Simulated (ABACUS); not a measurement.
## Ag2O under changes of volume

One of the cells (17.503 Å³/atom); the others are scaled copies at fixed shape and fractional positions:

```
CELL_PARAMETERS angstrom
4.71800 0.00000 0.00000
0.00000 4.71800 0.00000
0.00000 0.00000 4.71800
ATOMIC_POSITIONS crystal
Ag 0.75000 0.25000 0.75000
Ag 0.75000 0.75000 0.25000
Ag 0.25000 0.75000 0.75000
Ag 0.25000 0.25000 0.25000
O 0.50000 0.50000 0.50000
O 0.00000 0.00000 0.00000
```

| Item | Value |
| --- | --- |
| Program | ABACUS 3.10.1 |
| Functional | PBEsol |
| Potentials or basis | PseudoDojo NC SR 0.4.1 PBEsol standard |
| Cutoff | 1143 eV |
| Density cutoff | 4572 eV |
| Basis | plane waves |
| k mesh | 6 × 6 × 6 |
| Occupations | fermi-dirac, width 0.05 eV |
| Spin | no spin polarisation |

```tsv
volume (Å³/atom)	energy over the lowest point (meV/atom)	pressure (GPa)
16.453	14.98	5.5
16.803	5.43	3.2
17.153	0.62	1.1
17.503	0.00	-0.7
17.853	3.08	-2.3
18.204	?	?
18.554	18.65	-4.9
```

Q: What does the run at 18.204 Å³/atom give?

A: Energy over the lowest point 9.43 meV/atom; pressure -3.7 GPa.

Worked out: A Birch-Murnaghan fit of order 3 (a polynomial in V^(-2/3)) to the other rows has its minimum at 17.38 Å³/atom with B0 = V·E''(V) = 88 GPa and B' = 5.2. It gives 9.43 meV/atom at 18.204 Å³/atom, against the run's 9.43, and -dE/dV = -3.6 GPa, against -3.7.

Energies are extrapolated to zero smearing.
